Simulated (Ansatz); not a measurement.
Crystal: Ga.

```xyz
2
Lattice="1.4500 -4.0650 0.0000 1.4500 4.0650 0.0000 0.0000 0.0000 3.1700" Properties=species:S:1:pos:R:3 pbc="T T T"
Ga    1.4500    2.9837    2.3775
Ga    1.4500   -2.9837    0.7925
```

This isn't the form of Ga at room conditions, which is orthorhombic.

* Program: Ansatz 0.2.0
* Task: relaxation of cell and atoms
* Functional: PBE0
* Potentials or basis: Ansatz PAW
* Cutoff: 420 eV (not typed: the program's choice for these potentials)
* k mesh: 5 × 5 × 4
* Occupations: fermi-dirac, width 0.05 eV
* Spin: no spin polarisation

At the start: volume 18.68 Å³/atom.

**Question.** How do energy, volume and symmetry change on relaxing?

**Answer.** It ends after 6 steps and the volume is 18.62 Å³/atom (-0.3 %); space group Cmcm (No. 63, to 0.05 Å).

The path:
| step | energy change (eV) | largest force (eV/Å) | volume (Å³) |
| --- | --- | --- | --- |
| 1 | 0.0000 | 0.4117 | 37.37 |
| 2 | -0.1022 | 0.0985 | 37.05 |
| 3 | -0.1065 | 0.0181 | 37.18 |
| 4 | -0.1070 | 0.0191 | 37.24 |
| 5 | -0.1070 | 0.0040 | 37.24 |
| 6 | -0.1067 | 0.0040 | 37.24 |

Final structure:
```
CELL_PARAMETERS angstrom
1.40864 -3.95526 0.00000
1.40864 3.95526 0.00000
0.00000 0.00000 3.34242
ATOMIC_POSITIONS crystal
Ga 0.13832 0.86168 0.75000
Ga 0.86168 0.13832 0.25000
```

Caveat: the k mesh is coarse (spacing up to 0.50 Å⁻¹), so the values aren't converged, least of all with exact exchange; the plane-wave basis is chosen anew once the cell has moved, so the energies of steps on either side of that aren't comparable; the PAW data sets come from PBE, with cores solved anew for the run's functional, which leaves a small shift of forces and pressure.
